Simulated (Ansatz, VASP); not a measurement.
**Br in VASP and in Ansatz**

File INCAR:

```
SYSTEM = Br
PREC = Accurate ; ENCUT = 520
EDIFF = 1E-6 ; ISMEAR = -1
SIGMA = 0.1 ; LREAL = .False.
LASPH = .True. ; NELM = 100
ALGO = Normal ; ISIF = 2
LWAVE = .False. ; LCHARG = .False.
GGA = PE ; NBANDS = 10
```

KPOINTS

```
Automatic mesh
0
Gamma
  15 15 14
  0 0 0
```

File POSCAR:

```
Br
1.0
    2.6680787253      0.0000000000      0.0000000000
   -1.3340393626      2.3106239554      0.0000000000
    0.0000000000      0.0000000000      2.3155762486
Br
1
Direct
    0.0000000000      0.0000000000      0.0000000000
```

Input for Ansatz:

```yaml
crystal:
  lattice:
    - [2.6680787253, 0.0, 0.0]
    - [-1.3340393626, 2.3106239554, 0.0]
    - [0.0, 0.0, 2.3155762486]
  atoms:
    - { symbol: Br, position: [0.0, 0.0, 0.0] }
kpoints:
  mp_grid: { grid: [15, 15, 14] }
  band_path:
    path:
      - [0.0, 0.0, 0.0]
      - [0.5, 0.0, 0.0]
      - [0.3333333333, 0.3333333333, 0.0]
      - [0.0, 0.0, 0.0]
      - [0.0, 0.0, 0.5]
      - [0.5, 0.0, 0.5]
      - [0.3333333333, 0.3333333333, 0.5]
      - [0.0, 0.0, 0.5]
      - [0.5, 0.0, 0.5]
    npoints: 8
scf:
  occupations: { method: fermi_dirac, width: 0.1 }
hamiltonian:
  xc: pbe
  pseudopotentials: { kind: paw }
output:
  forces: true
  stress: true
  eigenvalues: true
  populations: true
  dos: { projected: true, de: 0.2, e_range: [-14, 8] }
```

Change from the starting cell: volume scaled by 0.4, PAW files.

Alike in both runs: task single point; functional PBE; k mesh 15 × 15 × 14; occupations fermi-dirac, width 0.1 eV; no spin polarisation.

|  | VASP | Ansatz |
| --- | --- | --- |
| version | VASP 6.6.1 | Ansatz 0.2.0 |
| potentials or method | VASP PAW PBE potentials, release 64 (Br) | PAW with Ansatz's default frozen-core files, scalar-relativistic |
| plane-wave cutoff (eV) | 520 | 420 |
| valence electrons in the cell | 7 | 7 |

VASP gave:

- pressure (GPa): 112.8
- largest component of the traceless stress (GPa): 0.39

Question: Which values does Ansatz return?

Answer: Pressure (GPa): 112.6; largest component of the traceless stress (GPa): 0.33.

The functional is the same, so the differences come from potentials, cutoffs and numerics.

Caveats: the cell as given lies far from equilibrium; so large a pressure means that the cell lies far from this level's equilibrium, or that cutoff or potentials fall short (VASP); an odd number of electrons without spin polarisation forces a metal; a magnetic or distorted state may lie lower.
